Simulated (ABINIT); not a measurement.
# InPd (Pm-3m) in ABINIT: reference runs, part 2 of 2

ABINIT 10.8.3 (patched build). Earlier steps stand in the parts before.

### Step 3. Single point, PBE

File run.py:

```python
import json, os
import numpy as np
from ase.units import GPa
from ase.calculators.abinit import Abinit, AbinitProfile
from ase.io import read

atoms = read('InPd.xyz')

profile = AbinitProfile(command='abinit', pp_paths=[os.path.abspath('pseudos')])
params = dict(
    pps='pawxml', xc='PBE',
    ecut=598.6505,
    pawecutdg=1197.301,
    kptopt=1,
    ngkpt=[8, 8, 8],
    nshiftk=1,
    shiftk=[0.0, 0.0, 0.0],
    ixc=11,
    nband=20,
    occopt=3,
    tsmear=0.05,
    nstep=100,
    tolvrs=1e-09,
    prtwf=0,
    prtden=0,
)

atoms.calc = Abinit(profile=profile, directory='run', **params)
energy = atoms.get_potential_energy()
forces = atoms.get_forces()
stress = atoms.get_stress()
print(f'energy {energy:.6f} eV')
print('forces (eV/A)')
print(np.round(forces, 5))
print('stress (GPa, Voigt, tension positive)', np.round(stress / GPa, 4))
json.dump(dict(energy=energy, forces=forces.tolist(), stress=stress.tolist(), cell=atoms.cell.tolist(), frac=atoms.get_scaled_positions(wrap=False).tolist()), open('results.json', 'w'))
```

File InPd.xyz:

```xyz
2
Lattice="3.2718847800 0.0000000000 0.0000000000 0.0000000000 3.2718847800 0.0000000000 0.0000000000 0.0000000000 3.2718847800" Properties=species:S:1:pos:R:3 pbc="T T T"
In     0.0000000000      0.0000000000      0.0000000000
Pd     1.6359423900      1.6359423900      1.6359423900
```

Potentials or basis: JTH PAW PBE v2.0.

The run is started by

```bash
python run.py
```

What it wrote:

```text
energy -5085.641896 eV
forces (eV/A)
[[-0. -0. -0.]
 [-0. -0. -0.]]
stress (GPa, Voigt, tension positive) [-3.5387 -3.5387 -3.5387  0.      0.      0.    ]
```

abinit.in:

```text
ecut 598.6505 eV
ixc 11
kptopt 1
natom 2
nband 20
ngkpt
8 8 8
nshiftk 1
nsppol 1
nstep 100
occopt 3
pawecutdg 1197.301 eV
prtden 0
prtwf 0
shiftk
0.0 0.0 0.0
tolvrs 1e-09
tsmear 0.05 eV
#Definition of the unit cell
acell
1.00000000000000 1.00000000000000 1.00000000000000 Angstrom
rprim
3.27188478000000 0.00000000000000 0.00000000000000
0.00000000000000 3.27188478000000 0.00000000000000
0.00000000000000 0.00000000000000 3.27188478000000
chkprim 0 # Allow non-primitive cells
#Definition of the atom types
ntypat 2
znucl 46 49
#Enumerate different atomic species
typat
 2 1
pseudos "./pseudos/Pd.GGA_PBE-JTH.xml,
./pseudos/In.GGA_PBE-JTH.xml"
#Definition of the atoms
xcart
0.00000000000000 0.00000000000000 0.00000000000000
3.09148307474711 3.09148307474711 3.09148307474711
chkexit 1 # abinit.exit file in the running directory terminates after the current SCF
```

abinit.abo:

```text
.Version 10.8.3 of ABINIT
 Symmetries : space group Pm -3 m (#221); Bravais cP (primitive cubic)
================================================================================
 Values of the parameters that define the memory need of the present run
     intxc =       0    ionmov =       0      iscf =      17    lmnmax =      18
     lnmax =       6     mgfft =      30  mpssoang =       3    mqgrid =    3001
     natom =       2  nloc_mem =       2    nspden =       1   nspinor =       1
    nsppol =       1      nsym =      48    n1xccc =       1    ntypat =       2
    occopt =       3   xclevel =       2
       mpw =        1189          nfft =       27000          nkpt =          35
 PAW method is used; the additional fine FFT grid is defined by:
   mgfftf=        40    nfftf =     64000
================================================================================
================================================================================

--------------------------------------------------------------------------------
------------- Echo of variables that govern the present computation ------------
--------------------------------------------------------------------------------
 -outvars: echo values of preprocessed input variables --------
            acell      1.8897261259E+00  1.8897261259E+00  1.8897261259E+00 Bohr
              amu      1.06420000E+02  1.14820000E+02
          chkexit           1
          chkprim           0
             ecut      2.20000001E+01 Hartree
              ixc          11
         kptrlatt        8    0    0      0    8    0      0    0    8
          kptrlen      4.94637292E+01
            natom           2
            nband          20
            ngfft          30      30      30
          ngfftdg          40      40      40
             nkpt          35
            nstep         100
             nsym          48
           ntypat           2
           occopt           3
        pawecutdg      4.40000002E+01 Hartree
         pawxcdev           0
           prtden           0
            prtwf           0
            rprim      3.2718847800E+00  0.0000000000E+00  0.0000000000E+00
                       0.0000000000E+00  3.2718847800E+00  0.0000000000E+00
                       0.0000000000E+00  0.0000000000E+00  3.2718847800E+00
          spgroup         221
           tolvrs      1.00000000E-09
           tsmear      1.83746611E-03 Hartree
            typat      2  1
           useylm           1
           xangst      0.0000000000E+00  0.0000000000E+00  0.0000000000E+00
                       1.6359423900E+00  1.6359423900E+00  1.6359423900E+00
            xcart      0.0000000000E+00  0.0000000000E+00  0.0000000000E+00
                       3.0914830749E+00  3.0914830749E+00  3.0914830749E+00
             xred      0.0000000000E+00  0.0000000000E+00  0.0000000000E+00
                       5.0000000000E-01  5.0000000000E-01  5.0000000000E-01
            znucl       46.00000   49.00000

================================================================================

 chkinp: Checking input parameters for consistency.

[... 163 lines left out ...]
    1     -0.00000000000000    -0.00000000000000    -0.00000000000000
    2     -0.00000000000000    -0.00000000000000    -0.00000000000000
 frms,max,avg= 0.0000000E+00 0.0000000E+00   0.000E+00  0.000E+00  0.000E+00 h/b

 cartesian forces (eV/Angstrom) at end:
    1     -0.00000000000000    -0.00000000000000    -0.00000000000000
    2     -0.00000000000000    -0.00000000000000    -0.00000000000000
 frms,max,avg= 0.0000000E+00 0.0000000E+00   0.000E+00  0.000E+00  0.000E+00 e/A
 length scales=  1.889726125908  1.889726125908  1.889726125908 bohr
              =  1.000000000000  1.000000000000  1.000000000000 angstroms
 Fermi (or HOMO) energy (hartree) =   0.36770   Average Vxc (hartree)=  -0.43937
 Eigenvalues (hartree) for nkpt=  35  k points:
 kpt#   1, nband= 20, wtk=  0.00195, kpt=  0.0000  0.0000  0.0000 (reduced coord)
  -2.73644   -1.47771   -1.47771   -1.47771   -0.17971   -0.17971   -0.16470   -0.16470
  -0.16470    0.00014    0.23039    0.23039    0.28705    0.28705    0.28705    0.52605
   0.52605    0.52605    0.71508    0.75933
      occupation numbers for kpt#   1
   2.00000    2.00000    2.00000    2.00000    2.00000    2.00000    2.00000    2.00000
   2.00000    2.00000    2.00000    2.00000    2.00000    2.00000    2.00000    0.00000
   0.00000    0.00000    0.00000    0.00000
 prteigrs : prtvol=0 or 1, do not print more k-points.

--- !EnergyTerms
iteration_state     : {dtset: 1, }
comment             : Components of total free energy in Hartree
kinetic             :  2.71670496915045E+01
hartree             :  3.41160028725147E+01
xc                  : -1.18340399061789E+01
Ewald energy        : -1.43466230316954E+02
psp_core            :  9.33577891215707E+00
local_psp           : -1.03633718799699E+02
PAW spherical_terms :  1.42163879170396E+00
internal            : -1.86893518754952E+02
'-kT*entropy'       : -3.73757234717107E-04
total_energy        : -1.86893892512187E+02
total_energy_eV     : -5.08564189616397E+03
...

--- !EnergyTermsDC
iteration_state     : {dtset: 1, }
comment             : '"Double-counting" decomposition of free energy'
band_energy         : -1.29092516805298E+01
Ewald energy        : -1.43466230316954E+02
psp_core            :  9.33577891215707E+00
xc_dc               : -3.62998819831898E+01
PAW spherical_terms : -3.55392842029360E+00
internal            : -1.86893513488810E+02
'-kT*entropy'       : -3.73757234717107E-04
total_energy_dc     : -1.86893887246045E+02
total_energy_dc_eV  : -5.08564175286495E+03
...

--- !EnergyTermsWithPAWCore
iteration_state     : {dtset: 1, }
comment             : 'Components of total free energy, including PAW core contributions'
Total energy        : -1.09277846935162E+04
Total energy DC     : -1.09277846882501E+04
Total energy (eV)   : -2.97360170108189E+05
Total energy DC (eV): -2.97360169964890E+05
...

 Cartesian components of stress tensor (hartree/bohr^3)
  sigma(1 1)= -1.20279043E-04  sigma(3 2)=  0.00000000E+00
  sigma(2 2)= -1.20279043E-04  sigma(3 1)=  0.00000000E+00
  sigma(3 3)= -1.20279043E-04  sigma(2 1)=  0.00000000E+00

-Cartesian components of stress tensor (GPa)         [Pressure=  3.5387E+00 GPa]
- sigma(1 1)= -3.53873161E+00  sigma(3 2)=  0.00000000E+00
- sigma(2 2)= -3.53873161E+00  sigma(3 1)=  0.00000000E+00
- sigma(3 3)= -3.53873161E+00  sigma(2 1)=  0.00000000E+00

== END DATASET(S) ==============================================================
================================================================================

 -outvars: echo values of variables after computation  --------
            acell      1.8897261259E+00  1.8897261259E+00  1.8897261259E+00 Bohr
           etotal     -1.8689388725E+02
            fcart     -0.0000000000E+00 -0.0000000000E+00 -0.0000000000E+00
                      -0.0000000000E+00 -0.0000000000E+00 -0.0000000000E+00
            rprim      3.2718847800E+00  0.0000000000E+00  0.0000000000E+00
                       0.0000000000E+00  3.2718847800E+00  0.0000000000E+00
                       0.0000000000E+00  0.0000000000E+00  3.2718847800E+00
           strten     -1.2027904276E-04 -1.2027904276E-04 -1.2027904276E-04
                       0.0000000000E+00  0.0000000000E+00  0.0000000000E+00
           xangst      0.0000000000E+00  0.0000000000E+00  0.0000000000E+00
                       1.6359423900E+00  1.6359423900E+00  1.6359423900E+00
             xred      0.0000000000E+00  0.0000000000E+00  0.0000000000E+00
                       5.0000000000E-01  5.0000000000E-01  5.0000000000E-01
 Calculation completed.
```

Run time: 68 s. Hardware: 1 thread of Intel Xeon Platinum 8488C (Sapphire Rapids), shared host; peak memory 0.13 GiB.

What came out:

```yaml
Free_energy: -5085.6418 eV
Pressure: 3.5 GPa
Band_gap_on_the_k_mesh: none (metal or under the smearing width)
Valence_electrons_inside_the_program's_atomic_spheres: In 11.21; Pd 16.94
```

Levels at points of the mesh, in eV from the Fermi level:
```
           k point  band 13  band 14  band 15  band 16  band 17  band 18  band 19  band 20
(0.00, 0.00, 0.00)    -2.19    -2.19    -2.19     4.31     4.31     4.31     9.45    10.66
(0.50, 0.00, 0.00)    -3.18    -3.18    -2.27    -1.04     9.61     9.61     9.97    10.83
(0.50, 0.50, 0.00)    -2.60    -2.22    -2.22    -1.62     1.52     2.56     9.53    11.44
(0.50, 0.50, 0.50)    -1.58    -1.58    -0.01     3.92     3.92     3.92     4.46     4.46
```

### Step 4. Single point, PBE (atoms moved at random, drawn with an rms of 0.05 Å)

File run.abi:

```
pp_dirpath "./"
pseudos "In.GGA_PBE-JTH.xml, Pd.GGA_PBE-JTH.xml"

acell 3.27188478 3.27188478 3.27188478 Angstrom
rprim
     1.0000000000     0.0000000000     0.0000000000
     0.0000000000     1.0000000000     0.0000000000
     0.0000000000     0.0000000000     1.0000000000
ntypat 2
znucl 49 46
natom 2
typat 1 2
xred
    -0.0067690000     0.0003210000     0.0083760000
     0.4891010000     0.5068780000     0.4918490000
chkprim 0
chksymtnons 0
tolsym 1.0e-6

ecut 598.650497 eV
pawecutdg 44.0

kptopt 1
ngkpt 8 8 8
nshiftk 1
shiftk 0.0 0.0 0.0

ixc 11

nband 20
occopt 3
tsmear 0.05 eV

nstep 100
tolvrs 1.0e-9

iomode 3
prtwf 0
prtden 0
prteig 0
prtebands 0
```

Potentials or basis: JTH PAW PBE v2.0.

The run is started by

```bash
abinit run.abi > log 2>&1
```

run.abo:

```text
.Version 10.8.3 of ABINIT
 Symmetries : space group P1 (#  1); Bravais aP (primitive triclinic)
================================================================================
 Values of the parameters that define the memory need of the present run
     intxc =       0    ionmov =       0      iscf =      17    lmnmax =      18
     lnmax =       6     mgfft =      30  mpssoang =       3    mqgrid =    3001
     natom =       2  nloc_mem =       2    nspden =       1   nspinor =       1
    nsppol =       1      nsym =       1    n1xccc =       1    ntypat =       2
    occopt =       3   xclevel =       2
       mpw =        1189          nfft =       27000          nkpt =         260
 PAW method is used; the additional fine FFT grid is defined by:
   mgfftf=        40    nfftf =     64000
================================================================================
================================================================================

--------------------------------------------------------------------------------
------------- Echo of variables that govern the present computation ------------
--------------------------------------------------------------------------------
 -outvars: echo values of preprocessed input variables --------
            acell      6.1829661497E+00  6.1829661497E+00  6.1829661497E+00 Bohr
              amu      1.14820000E+02  1.06420000E+02
          chkprim           0
      chksymtnons           0
             ecut      2.20000000E+01 Hartree
                       outvar_i_n : Printing only first  50 k-points.
              ixc          11
                       outvar_i_n : Printing only first  50 k-points.
         kptrlatt        8    0    0      0    8    0      0    0    8
          kptrlen      4.94637292E+01
            natom           2
            nband          20
            ngfft          30      30      30
          ngfftdg          40      40      40
             nkpt         260
            nstep         100
             nsym           1
           ntypat           2
                       prtocc : prtvol=0, do not print more k-points.
           occopt           3
        pawecutdg      4.40000000E+01 Hartree
         pawxcdev           0
           prtden           0
        prtebands           0
           prteig           0
            prtwf           0
          spgroup           1
           tolsym      1.00000000E-06
           tolvrs      1.00000000E-09
           tsmear      1.83746611E-03 Hartree
[... 170 lines left out ...]
 Fermi (or HOMO) energy (hartree) =   0.36771   Average Vxc (hartree)=  -0.43934
 Eigenvalues (hartree) for nkpt= 260  k points:
 kpt#   1, nband= 20, wtk=  0.00195, kpt=  0.0000  0.0000  0.0000 (reduced coord)
  -2.73649   -1.47780   -1.47778   -1.47773   -0.17972   -0.17971   -0.16476   -0.16470
  -0.16469    0.00014    0.23019    0.23027    0.28689    0.28692    0.28693    0.52616
   0.52621    0.52666    0.71472    0.75902
      occupation numbers for kpt#   1
   2.00000    2.00000    2.00000    2.00000    2.00000    2.00000    2.00000    2.00000
   2.00000    2.00000    2.00000    2.00000    2.00000    2.00000    2.00000    0.00000
   0.00000    0.00000    0.00000    0.00000
 prteigrs : prtvol=0 or 1, do not print more k-points.

--- !EnergyTerms
iteration_state     : {dtset: 1, }
comment             : Components of total free energy in Hartree
kinetic             :  2.71672654261094E+01
hartree             :  3.41403071959070E+01
xc                  : -1.18344665506989E+01
Ewald energy        : -1.43439825977891E+02
psp_core            :  9.33577891215707E+00
local_psp           : -1.03685223711482E+02
PAW spherical_terms :  1.42294513243357E+00
internal            : -1.86893219573465E+02
'-kT*entropy'       : -3.73540195523442E-04
total_energy        : -1.86893593113660E+02
total_energy_eV     : -5.08563374911503E+03
...

--- !EnergyTermsDC
iteration_state     : {dtset: 1, }
comment             : '"Double-counting" decomposition of free energy'
band_energy         : -1.29106060281625E+01
Ewald energy        : -1.43439825977891E+02
psp_core            :  9.33577891215707E+00
xc_dc               : -3.63240369967752E+01
PAW spherical_terms : -3.55455406534819E+00
internal            : -1.86893244156020E+02
'-kT*entropy'       : -3.73540195523442E-04
total_energy_dc     : -1.86893617696216E+02
total_energy_dc_eV  : -5.08563441804043E+03
...

--- !EnergyTermsWithPAWCore
iteration_state     : {dtset: 1, }
comment             : 'Components of total free energy, including PAW core contributions'
Total energy        : -1.09277843941177E+04
Total energy DC     : -1.09277844187002E+04
Total energy (eV)   : -2.97360161961140E+05
Total energy DC (eV): -2.97360162630065E+05
...

 Cartesian components of stress tensor (hartree/bohr^3)
  sigma(1 1)= -1.31122902E-04  sigma(3 2)=  3.42826700E-06
  sigma(2 2)= -1.28294737E-04  sigma(3 1)= -2.13246175E-06
  sigma(3 3)= -1.27210364E-04  sigma(2 1)=  8.59123912E-07

-Cartesian components of stress tensor (GPa)         [Pressure=  3.7917E+00 GPa]
- sigma(1 1)= -3.85776897E+00  sigma(3 2)=  1.00863097E-01
- sigma(2 2)= -3.77456148E+00  sigma(3 1)= -6.27391908E-02
- sigma(3 3)= -3.74265814E+00  sigma(2 1)=  2.52762981E-02

== END DATASET(S) ==============================================================
================================================================================

 -outvars: echo values of variables after computation  --------
            acell      6.1829661497E+00  6.1829661497E+00  6.1829661497E+00 Bohr
           etotal     -1.8689361770E+02
            fcart     -1.0544595613E-03  1.7833425281E-03 -4.3971883985E-03
                       1.0544595613E-03 -1.7833425281E-03  4.3971883985E-03
           strten     -1.3112290228E-04 -1.2829473703E-04 -1.2721036449E-04
                       3.4282669977E-06 -2.1324617513E-06  8.5912391168E-07
           xangst     -2.2147388076E-02  1.0502750144E-03  2.7405306917E-02
                       1.6002821178E+00  1.6584464135E+00  1.6092732572E+00
             xred     -6.7690000000E-03  3.2100000000E-04  8.3760000000E-03
                       4.8910100000E-01  5.0687800000E-01  4.9184900000E-01
 Calculation completed.
```

Wall time 4.3 min (1 thread of Intel Xeon Platinum 8488C (Sapphire Rapids), shared host); peak memory 0.28 GiB.

Results:

* Free energy: -5085.6344 eV
* Pressure: 3.8 GPa
* Largest force: 0.250 eV/Å
* Band gap on the k mesh: none (metal or under the smearing width)
* Valence electrons inside the program's atomic spheres: In 11.21; Pd 16.95

Forces on the atoms (eV/Å):
```
In  -0.054  0.092 -0.226
Pd   0.054 -0.092  0.226
```

Stress tensor (GPa, compression positive):
```
 3.86 -0.03  0.06
-0.03  3.77 -0.10
 0.06 -0.10  3.74
```

Levels at points of the mesh, in eV from the Fermi level:
| k point | band 14 | band 15 | band 16 | band 17 | band 18 | band 19 |
| --- | --- | --- | --- | --- | --- | --- |
| (0.00, 0.00, 0.00) | -2.20 | -2.20 | 4.31 | 4.31 | 4.33 | 9.44 |
| (0.50, 0.00, 0.00) | -3.18 | -2.27 | -1.04 | 9.48 | 9.60 | 10.08 |
| (0.00, 0.50, 0.00) | -3.18 | -2.27 | -1.04 | 9.48 | 9.61 | 10.07 |
| (0.50, 0.50, 0.00) | -2.21 | -2.21 | -1.62 | 1.52 | 2.56 | 9.54 |
| (0.00, 0.00, 0.50) | -3.18 | -2.27 | -1.04 | 9.57 | 9.59 | 10.00 |
| (0.50, 0.00, 0.50) | -2.22 | -2.21 | -1.62 | 1.52 | 2.55 | 9.54 |
| (0.00, 0.50, 0.50) | -2.23 | -2.21 | -1.62 | 1.52 | 2.55 | 9.54 |
| (0.50, 0.50, 0.50) | -1.58 | -0.01 | 3.85 | 3.87 | 3.92 | 4.46 |
